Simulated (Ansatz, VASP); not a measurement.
## BeS: VASP beside Ansatz

```xyz
2
Lattice="2.3830 2.3830 0.0000 -2.3830 2.3830 0.0000 0.0000 2.3830 2.3830" Properties=species:S:1:pos:R:3 pbc="T T T"
Be    0.0000    0.0000    0.0000
S     1.1915    3.5745    1.1915
```

Alike in both runs: task single point; functional LDA; k mesh 8 × 8 × 8; no spin polarisation.

|  | VASP | Ansatz |
| --- | --- | --- |
| version | VASP 6.6.1 | Ansatz 0.2.0 |
| potentials or method | VASP PAW LDA potentials, release 64 (Be, S), cutoff 520 eV | all-electron LAPW, scalar-relativistic |
| occupations | gaussian, width 0.01 eV | fixed |

```csv
,VASP,Ansatz,Ansatz less VASP
gap on the k mesh at the Fermi level (eV),2.79,2.78,-0.006
pressure (GPa),2.1,2.0,-0.07
```

Ansatz ran all-electron here, so the differences hold the error of VASP's frozen core and of both bases.

A k mesh can miss the band edges. As with any semilocal functional, this LDA gap is likely too small.
